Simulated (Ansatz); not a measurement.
Ga in Ansatz: the effect of functional

Crystal: Ga.

```
CELL_PARAMETERS angstrom
2.24632 -3.80479 0.00000
2.24632 3.80479 0.00000
0.00000 0.00000 4.49364
ATOMIC_POSITIONS crystal
Ga 0.34510 0.65490 0.41900
Ga 0.15490 0.84510 0.91900
Ga 0.65490 0.34510 0.58100
Ga 0.84510 0.15490 0.08100
```

The cell isn't the ideal one: volume scaled by 0.98.

Alike in all runs:

```yaml
Program: Ansatz 0.2.0
Task: single point
Potentials_or_basis: Ansatz PAW
k_mesh: 7 × 7 × 6
Occupations: fermi-dirac, width 0.05 eV
Spin: no spin polarisation
```

| functional | cutoff | pressure (GPa) | largest force (eV/Å) |
| --- | --- | --- | --- |
| LDA | 420 eV (not typed: the program's choice for these potentials) | ? | ? |
| r2SCAN | 500 eV (not typed: the program's choice for these potentials) | -0.1 | 0.14 |
| PBE | 420 eV (not typed: the program's choice for these potentials) | 3.1 | 0.11 |

Question: What does the run with functional LDA give?

Answer: Pressure -2.7 GPa; largest force 0.14 eV/Å.

Caveats: the PAW data sets come from PBE, with cores solved anew for the run's functional, which leaves a small shift of forces and pressure (some runs).
